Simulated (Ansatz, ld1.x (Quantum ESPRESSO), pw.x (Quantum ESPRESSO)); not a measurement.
**From atom to crystal: TM potential for potassium**

K, norm-conserving Troullier–Martins (Kleinman–Bylander form), made with ld1.x (Quantum ESPRESSO) 7.5 (PBE, scalar-relativistic). Core [Ar], reference 4s1 4p0. Waves: 4s (bound): rc 4.20 bohr; 4p (bound, empty): rc 3.60 bohr; 3d channel at 0.15 Ry: rc 3.75 bohr. Local part: all-electron potential smoothed inside 2.75 bohr (lloc = -1). Core correction: none.

Atomic tests: cutoffs needed: 6 Ry and 6 Ry (the cutoffs (Ry, on a coarse ladder) from which the occupation-weighted sum of valence levels, in a spherical-Bessel basis at the reference potential, stays within 10 and 1 mRy of its value at 400 Ry); ghost test: no extra level below or beside the all-electron valence levels (s, p, d, f tested) (spherical-Bessel basis up to 400 Ry, 20 bohr box); largest excitation error: +67 meV (all-electron minus pseudo) for 4s0 4p1, out of 2 test configurations.

Crystal test: fcc K in pw.x 7.5, no spin, 9³ k-points, Fermi–Dirac smearing 0.01 Ry, cutoffs 35/140 Ry. The reference is all-electron LAPW (Ansatz 0.2.0) with the same functional, mesh and smearing; V0 and B0 come from Birch–Murnaghan fits to the pressures at five volumes. Errors are pseudo minus all-electron; Δ is the rms difference of the E(V) curves that follow from these fits, minima aligned, over ±6 % about the mean V0. Mesh and smearing are coarse, so the numbers serve the comparison and aren't converged zero-temperature values; the lattice is a test structure that the element need not adopt.

All-electron: a0 = 6.675 Å (V0 = 74.37 Å³/atom), B0 = 3.5 GPa.

**Question.** How far does the potential miss the all-electron equation of state?

**Answer.** mean pressure error (GPa): +0.10; a0 (Å): 6.747; a0 error (%): +1.08; B0 error (%): -13.3; Δ (meV/atom): 1.7. This is a poor potential for the solid. The logarithmic derivative shows an extra or strongly shifted pseudo pole above the reference energy (s near 0.22 Ry, p near 1.62 Ry).

```csv
V (Å³/atom),P all-electron (GPa),P pseudo (GPa)
70.778,0.19,0.28
72.640,0.09,0.18
74.503,-0.01,0.10
76.366,-0.09,0.02
78.228,-0.16,-0.05
```

**Question.** At the middle volume, how do free energy and pressure move when the wave cutoff is lowered (ecutrho kept at four times it)?

**Answer.**

```json
{"cutoff (Ry)": "16", "shift of F (meV/atom)": "+0.1", "shift of P (GPa)": "-0.00"}
{"cutoff (Ry)": "21", "shift of F (meV/atom)": "+0.0", "shift of P (GPa)": "+0.00"}
{"cutoff (Ry)": "28", "shift of F (meV/atom)": "+0.0", "shift of P (GPa)": "+0.00"}
```

The run at the middle volume (35 k-points, 6 iterations) took about 5.9 s on one core of a shared host (Neoverse-V2, 96 threads, 742 GiB, load 52).
